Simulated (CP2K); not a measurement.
Crystal: Cu.

```xyz
2
Lattice="4.1589 0.0000 0.0000 -3.4449 2.3300 0.0000 0.0000 0.0000 2.4755" Properties=species:S:1:pos:R:3 pbc="T T T"
Cu    3.1410    0.3119    1.8566
Cu   -2.4270    2.0181    0.6189
```

This isn't the form of Cu at room conditions, which is fcc.

Base run:

```yaml
Program: CP2K 2026.2
Functional: PBE
Potentials_or_basis: POTENTIAL_UZH Cu GTH-PBE0-q11; DZVP-MOLOPT-SR-GTH basis
Density_cutoff: 6123 eV
k_mesh: 11 × 11 × 11
Occupations: fermi-dirac, width 0.05 eV
Spin: no spin polarisation
```

Its results: band gap on the k mesh none (metal or under the smearing width); pressure 12.5 GPa; largest force 0.074 eV/Å.

The run is repeated on the same cell with these changes: potentials or basis from POTENTIAL_UZH Cu GTH-PBE0-q11; DZVP-MOLOPT-SR-GTH basis to GTH_POTENTIALS Cu GTH-BLYP-q11; DZVP-MOLOPT-SR-GTH basis; potentials from Cu GTH-PBE0-q11 of POTENTIAL_UZH to Cu GTH-BLYP-q11 of GTH_POTENTIALS. What comes out?

Band gap on the k mesh none (metal or under the smearing width); pressure 6.2 GPa; largest force 0.028 eV/Å.

Caveats: the basis of atomic orbitals isn't converged, which shifts pressures, moduli and gaps; the potentials were made for another functional, which shifts forces and pressure (some runs).
